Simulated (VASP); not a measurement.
# Si in VASP: one cell, several levels of theory, part 2 of 2

VASP 6.6.1, plane waves, PAW. Earlier steps stand in the parts before.

### 3 r2SCAN at this geometry

Contents of INCAR:

```
ENCUT = 520.000000
SIGMA = 0.010000
EDIFF = 1.00e-07
ALGO = Normal
METAGGA = R2SCAN
PREC = Accurate
IBRION = -1
ISIF = 2
ISMEAR = 0
NBANDS = 11
NELM = 120
NSW = 0
LASPH = .TRUE.
LCHARG = .TRUE.
LELF = .TRUE.
LWAVE = .FALSE.
LREAL = .FALSE.
```

Contents of KPOINTS:

```
KPOINTS created by Atomic Simulation Environment
0
Gamma
8 8 8
0 0 0
```

Contents of KPOINTS_OPT:

```
special points
7
Reciprocal
0.0000000000 0.0000000000 0.0000000000 1
0.5000000000 0.0000000000 0.5000000000 1
0.6250000000 0.2500000000 0.6250000000 1
0.3750000000 0.3750000000 0.7500000000 1
0.5000000000 0.5000000000 0.5000000000 1
0.5000000000 0.2500000000 0.7500000000 1
0.0000000000 0.4114580000 0.4114580000 1
```

Contents of POSCAR:

```
Si
 1.0000000000000000
     0.0000000000000000    2.8310036514000001    2.8310036514000001
     2.8310036514000001    0.0000000000000000    2.8310036514000001
     2.8310036514000001    2.8310036514000001    0.0000000000000000
 Si
   2
Cartesian
  0.0000000000000000  0.0000000000000000  0.0000000000000000
  1.4155018257000000  1.4155018257000000  1.4155018257000000
```

Command:

```sh
$ mpirun -np 1 vasp_std
```

Printed to the terminal (iteration lines stand in OSZICAR):

```text
POSCAR found type information on POSCAR Si
 POSCAR found :  1 types and       2 ions
 -----------------------------------------------------------------------------
|                                                                             |
|                                                                             |
|     You enforced a specific xc type in the INCAR file but a different       |
|     I HOPE YOU KNOW WHAT YOU ARE DOING!                                     |
|                                                                             |
 -----------------------------------------------------------------------------

 LDA part: xc-table for (None), standard interpolation
 POSCAR, INCAR and KPOINTS ok, starting setup
 FFT: planning ... GRIDC
 FFT: planning ... GRID_SOFT
 FFT: planning ... GRID
 WAVECAR not read
 entering main loop
 Start KPOINTS_OPT (optional k-point list driver)
k-point batch [1-7\7]
```

OSZICAR:

```text
N       E                     dE             d eps       ncg     rms          rms(c)
DAV:   1    -0.165040424365E+01   -0.16504E+01   -0.30819E+03   638   0.564E+02
DAV:   2    -0.179620562103E+02   -0.16312E+02   -0.15317E+02   825   0.806E+01
DAV:   3    -0.185659878854E+02   -0.60393E+00   -0.60256E+00   802   0.130E+01
DAV:   4    -0.185705757450E+02   -0.45879E-02   -0.45873E-02   756   0.148E+00
DAV:   5    -0.185706263389E+02   -0.50594E-04   -0.50593E-04   801   0.146E-01    0.520E+00
DAV:   6    -0.173793175986E+02    0.11913E+01   -0.10900E-01   704   0.195E+00    0.350E+00
DAV:   7    -0.173863085538E+02   -0.69910E-02   -0.10413E-01   694   0.159E+00    0.253E-01
DAV:   8    -0.173858544400E+02    0.45411E-03   -0.35213E-03   734   0.338E-01    0.310E-01
DAV:   9    -0.173859938416E+02   -0.13940E-03   -0.30830E-04   742   0.141E-01    0.103E-01
DAV:  10    -0.173860245546E+02   -0.30713E-04   -0.21981E-05   724   0.333E-02    0.112E-02
DAV:  11    -0.173860258773E+02   -0.13227E-05   -0.19232E-06   758   0.812E-03    0.199E-03
DAV:  12    -0.173860261483E+02   -0.27104E-06   -0.57880E-08   541   0.149E-03    0.288E-04
DAV:  13    -0.173860260360E+02    0.11236E-06   -0.49440E-09   415   0.560E-04    0.482E-05
DAV:  14    -0.173860260153E+02    0.20637E-07   -0.79764E-10   406   0.212E-04
   1 F= -.17386026E+02 E0= -.17386026E+02  d E =-.195330E-13
       N       E                     dE             ncg
DAV:   1     0.631331526489E+03   -0.14811E+04      154
DAV:   2     0.510552238642E+03   -0.12078E+03      199
DAV:   3     0.506603655144E+03   -0.39486E+01      222
DAV:   4     0.506577054496E+03   -0.26601E-01      203
DAV:   5     0.506576792233E+03   -0.26226E-03      202
DAV:   6     0.506576788116E+03   -0.41165E-05      200
DAV:   7     0.506576788044E+03   -0.71684E-07      197
```

Parts of OUTCAR:

```text
k-points           NKPTS =     29   k-points in BZ     NKDIM =     29   number of bands    NBANDS=     11

   NELECT =       8.0000    total number of electrons

   dimension x,y,z NGX =    30 NGY =   30 NGZ =   30
   dimension x,y,z NGXF=    60 NGYF=   60 NGZF=   60

  energy-cutoff  :      520.00
  volume of cell :       45.38
      direct lattice vectors                 reciprocal lattice vectors
     0.000000000  2.831003651  2.831003651    -0.176615809  0.176615809  0.176615809
     2.831003651  0.000000000  2.831003651     0.176615809 -0.176615809  0.176615809
     2.831003651  2.831003651  0.000000000     0.176615809  0.176615809 -0.176615809

 k-points in reciprocal lattice and weights: KPOINTS created by Atomic Simulation Env
   0.00000000  0.00000000  0.00000000       0.002
   0.12500000  0.00000000  0.00000000       0.016
   0.25000000  0.00000000  0.00000000       0.016
   0.37500000  0.00000000  0.00000000       0.016
   0.50000000  0.00000000  0.00000000       0.008
   0.12500000  0.12500000  0.00000000       0.012
   0.25000000  0.12500000  0.00000000       0.047
   0.37500000  0.12500000  0.00000000       0.047
[... 21 more k-points ...]

 E-fermi :   4.5805

 k-point     1 :       0.0000    0.0000    0.0000
  band No.  band energies     occupation
      1      -7.1486      2.00000
      2       4.5344      2.00000
      3       4.5344      2.00000
      4       4.5344      2.00000
      5       7.0400      0.00000
      6       7.2251      0.00000
      7       7.2251      0.00000
      8       7.2251      0.00000
      9      12.5929      0.00000
     10      12.5929      0.00000
     11      12.6719      0.00000

 k-point     2 :       0.1250    0.0000    0.0000
  band No.  band energies     occupation
      1      -6.9558      2.00000
      2       2.9192      2.00000
      3       4.2652      2.00000
      4       4.2652      2.00000
      5       6.9010      0.00000
      6       7.6239      0.00000
      7       7.6239      0.00000
      8       8.7265      0.00000
      9      12.1602      0.00000
     10      12.1602      0.00000
     11      13.4011      0.00000

 k-point     3 :       0.2500    0.0000    0.0000
  band No.  band energies     occupation
      1      -6.3958      2.00000
      2       0.6721      2.00000
      3       3.8115      2.00000
      4       3.8115      2.00000
      5       6.4269      0.00000
      6       8.1711      0.00000
      7       8.1711      0.00000
      8      11.0216      0.00000
      9      12.1030      0.00000
     10      12.1030      0.00000
     11      13.7848      0.00000

 k-point     4 :       0.3750    0.0000    0.0000
  band No.  band energies     occupation
      1      -5.5691      2.00000
      2      -1.2407      2.00000
      3       3.4880      2.00000
      4       3.4880      2.00000
      5       6.0685      0.00000
      6       8.2212      0.00000
      7       8.2212      0.00000
      8      12.6260      0.00000
      9      13.3726      0.00000
     10      13.3726      0.00000
     11      13.9481      0.00000

 k-point     5 :       0.5000    0.0000    0.0000
  band No.  band energies     occupation
      1      -5.0045      2.00000
      2      -2.1754      2.00000
      3       3.3759      2.00000
      4       3.3759      2.00000
      5       5.9415      0.00000
      6       8.1508      0.00000
      7       8.1508      0.00000
      8      12.6262      0.00000
      9      15.3611      0.00000
     10      15.3611      0.00000
     11      15.6030      0.00000

 k-point     6 :       0.1250    0.1250    0.0000
  band No.  band energies     occupation
      1      -6.8906      2.00000
      2       3.0661      2.00000
      3       3.7975      2.00000
      4       3.7975      2.00000
      5       6.7407      0.00000
      6       8.2880      0.00000
      7       8.2880      0.00000
      8       8.3164      0.00000
      9      11.3746      0.00000
     10      12.8881      0.00000
     11      13.6745      0.00000

 k-point     7 :       0.2500    0.1250    0.0000
  band No.  band energies     occupation
      1      -6.4487      2.00000
      2       1.2825      2.00000
      3       3.3099      2.00000
      4       3.3466      2.00000
      5       6.8577      0.00000
      6       8.0436      0.00000
      7       9.0477      0.00000
      8       9.5079      0.00000
      9      11.8306      0.00000
     10      13.0539      0.00000
     11      14.6766      0.00000

 k-point     8 :       0.3750    0.1250    0.0000
  band No.  band energies     occupation
      1      -5.6884      2.00000
      2      -0.6584      2.00000
      3       2.7793      2.00000
      4       3.0427      2.00000
      5       6.8742      0.00000
      6       8.1847      0.00000
      7       9.1469      0.00000
      8      10.2209      0.00000
      9      13.9079      0.00000
     10      14.0924      0.00000
     11      14.3865      0.00000

 k-point     9 :       0.5000    0.1250    0.0000
  band No.  band energies     occupation
      1      -4.9121      2.00000
      2      -2.0064      2.00000
      3       2.3605      2.00000
      4       3.0518      2.00000
      5       6.7636      0.00000
      6       8.2006      0.00000
      7       8.8568      0.00000
      8      11.9990      0.00000
      9      13.7717      0.00000
     10      15.2290      0.00000
     11      15.9784      0.00000

 k-point    10 :      -0.3750    0.1250    0.0000
  band No.  band energies     occupation
      1      -5.1280      2.00000
      2      -1.6707      2.00000
      3       2.2052      2.00000
      4       3.3221      2.00000
      5       6.8572      0.00000
      6       8.3600      0.00000
      7       8.6235      0.00000
      8      12.4352      0.00000
      9      12.8989      0.00000
     10      13.8740      0.00000
     11      15.7736      0.00000

 k-point    11 :      -0.2500    0.1250    0.0000
  band No.  band energies     occupation
      1      -5.9734      2.00000
      2      -0.0410      2.00000
      3       2.3794      2.00000
      4       3.7821      2.00000
      5       7.1470      0.00000
      6       8.3510      0.00000
      7       8.5480      0.00000
      8      10.7655      0.00000
      9      11.4199      0.00000
     10      14.3494      0.00000
     11      14.6772      0.00000

 k-point    12 :      -0.1250    0.1250    0.0000
  band No.  band energies     occupation
      1      -6.6387      2.00000
      2       1.8004      2.00000
      3       3.0555      2.00000
      4       4.2383      2.00000
      5       7.3928      0.00000
      6       7.7707      0.00000
      7       7.9887      0.00000
      8       9.8176      0.00000
      9      11.3304      0.00000
     10      12.7267      0.00000
     11      14.3527      0.00000

 k-point    13 :       0.2500    0.2500    0.0000
  band No.  band energies     occupation
      1      -6.1260      2.00000
      2       0.8844      2.00000
      3       2.7736      2.00000
      4       2.7736      2.00000
      5       5.9577      0.00000
      6       7.9173      0.00000
      7      10.2631      0.00000
      8      10.2631      0.00000
      9      12.1471      0.00000
     10      13.7719      0.00000
     11      15.9037      0.00000

 k-point    14 :       0.3750    0.2500    0.0000
  band No.  band energies     occupation
      1      -5.4588      2.00000
      2      -0.4666      2.00000
      3       2.0590      2.00000
      4       2.4661      2.00000
      5       6.1822      0.00000
      6       7.7168      0.00000
      7      10.4408      0.00000
      8      10.8310      0.00000
      9      14.2211      0.00000
     10      14.7440      0.00000
     11      16.2057      0.00000

 k-point    15 :       0.5000    0.2500    0.0000
  band No.  band energies     occupation
      1      -4.6072      2.00000
      2      -1.7969      2.00000
      3       1.2599      2.00000
      4       2.4609      2.00000
      5       6.3730      0.00000
      6       9.1863      0.00000
      7      10.1563      0.00000
      8      10.5718      0.00000
      9      14.6440      0.00000
     10      15.2357      0.00000
     11      16.7779      0.00000

 k-point    16 :      -0.3750    0.2500    0.0000
  band No.  band energies     occupation
      1      -4.4324      2.00000
      2      -2.0224      2.00000
      3       0.8465      2.00000
      4       2.7538      2.00000
      5       6.6506      0.00000
      6      10.0052      0.00000
      7      10.1321      0.00000
      8      11.5368      0.00000
      9      12.3777      0.00000
     10      12.8018      0.00000
     11      17.2559      0.00000

[... the tables of k-points 17 to 29 left out ...]

  Total       -2.5603872     -2.5603872     -2.5603872     -0.0000000     -0.0000000      0.0000000
  in kB      -90.3992738    -90.3992738    -90.3992738     -0.0000000     -0.0000000      0.0000000
  external PRESSURE =     -90.3992738 kB  Pullay stress =       0.0000000 kB

 POSITION                                       TOTAL-FORCE (eV/Angst)
 -----------------------------------------------------------------------------------
      0.00000      0.00000      0.00000         0.000000      0.000000      0.000000
      1.41550      1.41550      1.41550        -0.000000     -0.000000     -0.000000
 -----------------------------------------------------------------------------------
    total drift:                               -0.000000     -0.000000     -0.000000

  FREE ENERGIE OF THE ION-ELECTRON SYSTEM (eV)
  ---------------------------------------------------
  free  energy   TOTEN  =       -17.3860260153 eV

  energy  without entropy=      -17.3860260153  energy(sigma->0) =      -17.38602602
```

Run time: 58 s. Hardware: 1 MPI rank of Intel Xeon Platinum 8488C, shared host; peak memory 0.16 GiB.

The levels at the points of KPOINTS_OPT are read from vasprun.xml.

Band energies at the special points (eV, zero at the top of v, the last band that the electrons fill by count):

```csv
point,v−1,v,c,c+1
Γ,0.00,0.00,2.51,2.69
X,-2.68,-2.68,1.13,1.13
U,-3.92,-2.28,1.57,4.34
K,-3.92,-2.28,1.57,4.34
L,-1.16,-1.16,1.41,3.62
W,-3.51,-3.51,4.59,4.59
```

The r2SCAN gap is 0.96 eV and indirect (Γ to (0.00, 0.41, 0.41)), with 2.51 eV as the least direct one. The pressure is -9.04 GPa; the forces vanish within 0.01 eV/Å.

### 4 Results

The summary covers parts 1 to 2.

```
 level  gap (eV)  pressure (GPa)
   PBE      0.77           -7.38
r2SCAN      0.96           -9.04
```

What this shows: The gap runs from 0.77 eV (PBE) to 0.96 eV (r2SCAN). The pressure is highest with PBE (-7.4 GPa) and lowest with r2SCAN (-9.0 GPa), which orders the cells that they would relax to.
